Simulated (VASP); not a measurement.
# NaI: G0W0, by functional

NaI, Fm-3m (no. 225), 2 atoms in the cell.

| Functional | Quasiparticle gap on the mesh (eV) | Gap of the starting point on the mesh (eV) | Quasiparticle gap at the zone centre (eV) | Starting gap at the zone centre (eV) | Correction of the gap between the band edges on the mesh (eV) | Time (s) |
|---|---|---|---|---|---|---|
| LDA | 5.59 | 3.34 | 5.59 | 3.34 | 2.26 | 94 |
| PBE | 5.77 | 3.63 | 5.77 | 3.63 | 2.14 | 94 |
| PBEsol | 5.69 | 3.52 | 5.69 | 3.52 | 2.18 | 92 |
| HSE06 | 6.24 | 4.68 | 6.24 | 4.68 | 1.56 | 766 |
| PBE0 | 6.49 | 5.36 | 6.49 | 5.36 | 1.13 | 770 |
| B3LYP | 6.40 | 5.08 | 6.40 | 5.08 | 1.32 | 866 |

Limits: spin-orbit coupling is left out, which can change the gap by several tenths of an eV or more with I; the mesh is coarse: the screening isn't converged, and the gap may still move by about 0.1 eV.

## Input of the first row

INCAR.step1:
```
PREC = Accurate
ENCUT = 450
ISMEAR = 0
SIGMA = 0.05
LASPH = T
LREAL = F
GGA = CA
ALGO = Normal
EDIFF = 1E-8
NELM = 150
LWAVE = T
LCHARG = F
KPAR = 4
```

INCAR.step2, as INCAR.step1 but for:
```
- ALGO = Normal
- NELM = 150
+ ALGO = Exact
+ NELM = 1
+ ISTART = 1
+ NBANDS = 236
+ LOPTICS = T
```

INCAR.step3:
```
PREC = Accurate
ENCUT = 450
ISMEAR = 0
SIGMA = 0.05
LASPH = T
LREAL = F
GGA = CA
ALGO = EVGW0
NBANDS = 236
NBANDSGW = 12
ENCUTGW = 130
NOMEGA = 48
PRECFOCK = Fast
ISTART = 1
LWAVE = F
LCHARG = F
NELMGW = 1
KPAR = 4
```

KPOINTS:
```
k-points
0
Gamma
  4 4 4
```

POSCAR:
```
NaI
1.0
    0.0000000000      3.2364000000      3.2364000000
    3.2364000000      0.0000000000      3.2364000000
    3.2364000000      3.2364000000      0.0000000000
I Na
1 1
Direct
    0.5000000000      0.5000000000      0.5000000000
    0.0000000000      0.0000000000      0.0000000000
```

Commands (each step's output is kept before the next begins):
```
cat potpaw_LDA.64/I_GW/POTCAR potpaw_LDA.64/Na_sv_GW/POTCAR > POTCAR
cp INCAR.step1 INCAR
mpirun -np 4 vasp_std > vasp.out
cp INCAR.step2 INCAR
mpirun -np 4 vasp_std > vasp.out
cp INCAR.step3 INCAR
mpirun -np 4 vasp_std > vasp.out
```

Changes of row 3 against the first:
```
(all steps)
- GGA = CA
+ GGA = PS
- cat potpaw_LDA.64/I_GW/POTCAR potpaw_LDA.64/Na_sv_GW/POTCAR > POTCAR
+ cat potpaw_PBE.64/I_GW/POTCAR potpaw_PBE.64/Na_sv_GW/POTCAR > POTCAR
```

VASP 6.6.1 took 94 s on 4 cores (Intel Xeon Platinum 8259CL @ 2.50GHz (Skylake/Cascade Lake)), a shared host.
